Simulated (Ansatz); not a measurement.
# Na: the cost of one run

Method: DFT, PBE, plane-wave PAW, default files, scalar-relativistic, as far as a step names no other, in Ansatz 0.2.0.

## (1) The structure to begin with

The structure is hexagonal, space group P6_3/mmc (No. 194). The conventional cell has a = 3.689 Å, b = 3.689 Å, c = 6.269 Å, α = 90.00°, β = 90.00°, γ = 120.00°. Around Na (site symmetry -6m2) lie 12 Na at 3.69 to 3.79 Å.

Structure file:

```xyz
2
Lattice="3.6888 0.0000 0.0000 -1.8444 3.1946 0.0000 0.0000 0.0000 6.2692" Properties=species:S:1:pos:R:3 pbc="T T T"
Na    0.0000    2.1297    1.5673
Na    1.8444    1.0649    4.7019
```

The earlier run gave: no gap over 0.1 eV on the mesh, largest force 0.000 eV/Å, pressure 0.0 GPa.

The printed gradients, by site:

```tsv
site	atoms	first shell	V_zz (10²¹ V/m²)	η	C_Q (MHz)
Na	1, 2	12 Na at 3.69–3.79 Å	-0.095	0.00	-0.239 (²³Na)
```

V_zz is the principal component of the electric field gradient with the largest magnitude, η = (V_xx − V_yy)/V_zz and C_Q = eQV_zz/h. Nuclear quadrupole moments: year-2017 set (Pyykkö).

## (2) Trying other settings (scf.lower_state_search = standard, magnetization = spin_polarized: true)

input.yaml reads:

```yaml
crystal:
  lattice:
    - [3.6887707041, 0.0, 0.0]
    - [-1.844385352, 3.1945691385, 0.0]
    - [0.0, 0.0, 6.269194]
  atoms:
    - { symbol: Na, position: [0.3333333333, 0.6666666667, 0.25], spin: 2.0 }
    - { symbol: Na, position: [0.6666666667, 0.3333333333, 0.75], spin: -4.0 }
kpoints:
  mp_grid: { grid: [9, 9, 5] }
scf:
  occupations: { method: fermi_dirac, width: 0.05 }
  lower_state_search: standard
hamiltonian:
  xc: pbe
  pseudopotentials: { kind: paw }
output:
  forces: true
  stress: true
  populations: true
  efg: { quadrupole_moments_barn: { Na: 0.104 }, contact_densities: true }
magnetization:
  spin_polarized: true
```

On the command line:

```console
$ ansatz run input.yaml --threads 1 --pin off --max-ram 2560MiB --backend cpu --events-out ev --progress --plain --runs-dir out
```

What time and memory should one allow on 1 thread of an x86-64 CPU, shared host?

About 5.6 s, with a peak of 0.43 GiB.
